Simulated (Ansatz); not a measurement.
Crystal: WC.

```
CELL_PARAMETERS angstrom
0.00000 2.19268 2.19268
2.19268 0.00000 2.19268
2.19268 2.19268 0.00000
ATOMIC_POSITIONS crystal
W 0.00000 0.00000 0.00000
C 0.50000 0.50000 0.50000
```

Measurements of this composition are mostly on another form, of space group No. 187.

Base run:

```yaml
Program: Ansatz 0.2.0
Functional: LDA
Potentials_or_basis: Ansatz PAW
Cutoff: "420 eV (not typed: the program's choice for these potentials)"
k_mesh: 10 × 10 × 10
Occupations: fermi-dirac, width 0.05 eV
Spin: no spin polarisation
```

Its results: band gap on the k mesh none (metal or under the smearing width); pressure -16.1 GPa.

Q: The run is repeated on the same cell with these changes: functional from LDA to PBEsol. What comes out?

A: Band gap on the k mesh none (metal or under the smearing width); pressure -10.2 GPa.

PBEsol binds less tightly than LDA, so the same cell stands under more pressure.

Caveats: the PAW data sets come from PBE, with cores solved anew for the run's functional, which leaves a small shift of forces and pressure; the density of states is complete only up to the lowest level of the last band computed (some runs); spin-orbit coupling is left out, which moves the levels of the heavy elements (some runs).
